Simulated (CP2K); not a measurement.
InSe:

```
CELL_PARAMETERS angstrom
4.00000 0.00000 0.00000
-2.00000 3.46410 0.00000
-2.00000 -1.15470 8.44000
ATOMIC_POSITIONS crystal
In 0.77720 0.88860 0.66580
In 0.00000 0.00000 0.00000
Se 0.34380 0.17190 0.51570
Se 0.76700 0.38350 0.15050
```

Base run:

```yaml
Program: CP2K 2026.2
Functional: PBEsol
Potentials_or_basis: POTENTIAL_UZH In GTH-PBE0-q13, Se GTH-PBE0-q6; DZVP-MOLOPT-SR-GTH basis
Density_cutoff: 6123 eV
k_mesh: 8 × 8 × 8
Occupations: fermi-dirac, width 0.05 eV
Spin: no spin polarisation
```

Its results: band gap on the k mesh 0.37 eV, direct; pressure 1.8 GPa; largest force 0.328 eV/Å.

Q: After a change of settings the same cell gave: band gap on the k mesh 0.30 eV, direct; pressure 1.2 GPa; largest force 0.456 eV/Å. Which change was it?
A. potentials or basis from POTENTIAL_UZH In GTH-PBE0-q13, Se GTH-PBE0-q6; DZVP-MOLOPT-SR-GTH basis to GTH_POTENTIALS In GTH-PBE-q13, Se GTH-PBE-q6; DZVP-MOLOPT-SR-GTH basis; potentials from In GTH-PBE0-q13 of POTENTIAL_UZH, Se GTH-PBE0-q6 of POTENTIAL_UZH to In GTH-PBE-q13 of GTH_POTENTIALS, Se GTH-PBE-q6 of GTH_POTENTIALS
B. potentials or basis from POTENTIAL_UZH In GTH-PBE0-q13, Se GTH-PBE0-q6; DZVP-MOLOPT-SR-GTH basis to GTH_POTENTIALS In GTH-PADE-q13, Se GTH-PADE-q6; DZVP-MOLOPT-SR-GTH basis; potentials from In GTH-PBE0-q13 of POTENTIAL_UZH, Se GTH-PBE0-q6 of POTENTIAL_UZH to In GTH-PADE-q13 of GTH_POTENTIALS, Se GTH-PADE-q6 of GTH_POTENTIALS
C. potentials or basis from POTENTIAL_UZH In GTH-PBE0-q13, Se GTH-PBE0-q6; DZVP-MOLOPT-SR-GTH basis to POTENTIAL_UZH In GTH-SCAN-q13, Se GTH-SCAN-q6; DZVP-MOLOPT-SR-GTH basis; potentials from In GTH-PBE0-q13 of POTENTIAL_UZH, Se GTH-PBE0-q6 of POTENTIAL_UZH to In GTH-SCAN-q13 of POTENTIAL_UZH, Se GTH-SCAN-q6 of POTENTIAL_UZH

A: A.

Caveats: the potentials were made for another functional, which shifts forces and pressure; spin-orbit coupling is left out, which moves the levels of the heavy elements; this functional lacks dispersion, which binds the layers, so the pressure and a relaxed spacing across them are unreliable; the basis of atomic orbitals isn't converged, which shifts pressures, moduli and gaps.
